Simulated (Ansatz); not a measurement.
# Sc (bcc type): how the settings move a single-point run

Question: which choices in the input matter for Sc (bcc type)?

Program: Ansatz 0.2.0. Level of theory: reference: DFT, PBE, PAW with Ansatz's default frozen-core files, scalar-relativistic. These are calculated values, not measurements.

**1. The structure to begin with**

Symmetry: Im-3m, No. 229, cubic system. Conventional cell: a = 3.415 Å, b = 3.415 Å, c = 3.415 Å, α = 90.00°, β = 90.00°, γ = 90.00°. Sc (site symmetry m-3m) is surrounded by 8 Sc at 2.96 Å.

Structure file:

```cif
data_structure
_symmetry_space_group_name_H-M 'Im-3m'
_symmetry_Int_Tables_number 229
_cell_length_a 3.4151
_cell_length_b 3.4151
_cell_length_c 3.4151
_cell_angle_alpha 90.000
_cell_angle_beta 90.000
_cell_angle_gamma 90.000
_cell_volume 39.83
loop_
_atom_site_label
_atom_site_type_symbol
_atom_site_symmetry_multiplicity
_atom_site_Wyckoff_symbol
_atom_site_fract_x
_atom_site_fract_y
_atom_site_fract_z
_atom_site_occupancy
Sc1 Sc 2 a 0.00000 0.00000 0.00000 1
```

**2. The reference run**

Input file input.yaml:

```yaml
crystal:
  lattice:
    - [-1.7075383128, 1.7075383128, 1.7075383128]
    - [1.7075383128, -1.7075383128, 1.7075383128]
    - [1.7075383128, 1.7075383128, -1.7075383128]
  atoms:
    - { symbol: Sc, position: [0.0, 0.0, 0.0] }
kpoints:
  mp_grid: { grid: [16, 16, 16] }
  band_path:
    path:
      - [0.0, 0.0, 0.0]
      - [0.5, -0.5, 0.5]
      - [0.0, 0.0, 0.5]
      - [0.0, 0.0, 0.0]
      - [0.25, 0.25, 0.25]
      - [0.5, -0.5, 0.5]
      - [0.25, 0.25, 0.25]
      - [0.0, 0.0, 0.5]
    npoints: 8
scf:
  occupations: { method: fermi_dirac, width: 0.05 }
hamiltonian:
  xc: pbe
  pseudopotentials: { kind: paw }
output:
  forces: true
  stress: true
  eigenvalues: true
  populations: true
  dos: { projected: true, de: 0.2, e_range: [-14, 8] }
```

Launch:

```console
$ ansatz run input.yaml --threads 1 --pin off --max-ram 2048MiB --backend cpu --events-out ev --progress --plain --runs-dir out
```

**3. Changed: occupations.method tetrahedron_uncorrected, n_extra_bands 16, width left out**

input.yaml: that of step 2 with these lines changed.

```diff
@@ -21,3 +21,4 @@
 scf:
-  occupations: { method: fermi_dirac, width: 0.05 }
+  occupations: { method: tetrahedron_uncorrected }
+  n_extra_bands: 16
 hamiltonian:
@@ -30,2 +31 @@
   populations: true
-  dos: { projected: true, de: 0.2, e_range: [-14, 8] }
```

**4. Changed: preconditioner ldos**

input.yaml: that of step 2 with these lines changed.

```diff
@@ -22,2 +22,3 @@
   occupations: { method: fermi_dirac, width: 0.05 }
+  mixing: { preconditioner: ldos }
 hamiltonian:
@@ -30,2 +31 @@
   populations: true
-  dos: { projected: true, de: 0.2, e_range: [-14, 8] }
```

What does the calculation give? Wanted: for each run, ending; energy change; pressure; gap; force.

The runs gave:

```
                                                                            run     ending         energy change  pressure (GPa)  gap (eV)  force (eV/Å)  cycles   time
                                                                      reference  converged                     0            16.6      0.00          0.00       6  2.5 s
1: occupations.method tetrahedron_uncorrected, n_extra_bands 16, width left out  converged  +11.4 meV/atom (σ→0)            16.7      0.00          0.00       6  3.2 s
                                                         2: preconditioner ldos  converged          0.0 meV/atom            16.6      0.00          0.00       6  2.5 s
```

Times don't compare one to one where runs were asked for different outputs or read a saved state (see the inputs); cycles may leave out searches for a lower state.

Residual by cycle in the longest SCF loop of each run; runs are numbered as in the table. The quantity is the density residual dr2, in eV.

```
cycle  reference    run 1    run 2
    1    0.00183  0.00163  0.00183
    2     1.0e-4   9.3e-5   8.5e-5
    3     2.3e-5   2.1e-5   2.8e-5
    4     1.2e-7   1.0e-7   4.3e-7
    5     4.6e-9   1.1e-9   9.5e-9
    6    1.2e-11  2.6e-13  1.2e-10
```

The pressure spans 16.6 to 16.7 GPa over the reference and the converged variants. The structure is not at rest: the sound run finds 17 GPa, so these are no properties of the relaxed crystal. 
